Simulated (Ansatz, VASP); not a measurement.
## Ru in VASP and in Ansatz

```
CELL_PARAMETERS angstrom
1.36485 -4.59443 0.00000
1.36485 4.59443 0.00000
0.00000 0.00000 4.63179
ATOMIC_POSITIONS crystal
Ru 0.12624 0.87376 0.97902
Ru 0.62624 0.37376 0.52098
Ru 0.87376 0.12624 0.02098
Ru 0.37376 0.62624 0.47902
```

Alike in both runs: functional r2SCAN; k mesh 6 × 6 × 4; occupations gaussian, width 0.1 eV; no spin polarisation.

Ansatz relaxed the structure, and its values are those at the end. VASP's run is a single point on that final structure, the one shown.

|  | VASP | Ansatz |
| --- | --- | --- |
| version | VASP 6.6.1 | Ansatz 0.2.0 |
| potentials or method | VASP PAW PBE potentials, release 64 (Ru_pv) | scalar-relativistic, plane waves, PAW |
| plane-wave cutoff (eV) | 520 | 500 |
| valence electrons in the cell | 56 | 64 |

```tsv
	VASP	Ansatz	Ansatz less VASP
gap on the k mesh at the Fermi level (eV)	none	none	-
pressure (GPa)	1.5	0.1	-1.36
rms of the force components (eV/Å)	0.063	0.022	-0.0414
```

A gap of «none» marks a metal or a gap that the smearing closes. The two sets of potentials don't hold the same shells in valence.

Caveats: the k mesh is coarse (spacing up to 0.40 Å⁻¹), so the values aren't converged; the PAW data sets were made with another functional, which shifts forces and pressure a little (VASP).
